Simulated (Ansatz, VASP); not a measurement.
# BN: VASP and Ansatz over several settings

```
CELL_PARAMETERS angstrom
2.55394 0.00000 0.00000
-1.27697 2.21178 0.00000
0.00000 0.00000 4.22685
ATOMIC_POSITIONS crystal
N 0.33333 0.66667 0.12528
N 0.66667 0.33333 0.62528
B 0.33333 0.66667 0.49972
B 0.66667 0.33333 0.99972
```

Measurements of this composition are mostly on another form, of space group No. 194.

Single points on this cell with VASP 6.6.1 and Ansatz 0.2.0. Each row is one pair of runs. Alike in all rows: spin: off; k mesh: 12 × 12 × 6.

```csv
level,smearing,"VASP's potentials, cutoff","Ansatz's potentials, cutoff","gap on the k mesh at the Fermi level (eV), VASP","gap on the k mesh at the Fermi level (eV), Ansatz","least direct gap on the mesh (eV), VASP","least direct gap on the mesh (eV), Ansatz","pressure (GPa), VASP","pressure (GPa), Ansatz"
RPBE,"gaussian, width 0.1 eV","VASP PAW PBE potentials, release 64 (N, B), 520 eV","Ansatz PAW, 420 eV",?,5.29,?,8.30,?,5.7
PBEsol,"gaussian, width 0.02 eV","VASP PAW PBE potentials, release 64 (N, B), 520 eV","Ansatz PAW, 420 eV",4.97,4.99,8.15,8.15,-5.4,-5.9
PBE,"gaussian, width 0.011 eV","VASP PAW PBE potentials, release 64 (N, B), 520 eV","Ansatz PAW, 420 eV",5.20,5.21,8.23,8.24,0.2,0.0
LDA,"fermi-dirac, width 0.05 eV","VASP PAW LDA potentials, release 64 (N, B), 520 eV","Ansatz PAW, 420 eV",4.96,4.99,8.11,8.12,-12.9,-13.7
r2SCAN,"fermi-dirac, width 0.05 eV","VASP PAW PBE potentials, release 64 (N, B), 520 eV","Ansatz PAW, 500 eV",5.72,5.76,8.92,8.94,-3.7,-4.7
PBE,"gaussian, width 0.03 eV","VASP PAW PBE potentials, release 64 (N, B), 520 eV","Ansatz PAW, 420 eV",5.20,5.21,8.23,8.24,0.2,0.0
PBE,"gaussian, width 0.012 eV","VASP PAW PBE potentials, release 64 (N, B), 520 eV","Ansatz PAW, 420 eV",5.20,5.21,8.23,8.24,0.2,0.0
PBE,"gaussian, width 0.013 eV","VASP PAW PBE potentials, release 64 (N, B), 520 eV","Ansatz PAW, 420 eV",5.20,5.21,8.23,8.24,0.2,0.0
```

Problem. Fill in what VASP gave in row 1.

Solution. gap on the k mesh at the Fermi level (eV): 5.27; least direct gap on the mesh (eV): 8.29; pressure (GPa): 5.9.

Caveats: the PAW data sets were made with another functional, which shifts forces and pressure a little (VASP); the pressure holds a Pulay correction of +0.9 GPa for the finite cutoff (Ansatz); the PAW data sets come from PBE, with cores solved anew for the run's functional, which leaves a small shift of forces and pressure (Ansatz); the pressure holds a Pulay correction of +1.1 GPa for the finite cutoff (Ansatz); the pressure holds a Pulay correction of +1.3 GPa for the finite cutoff (Ansatz).
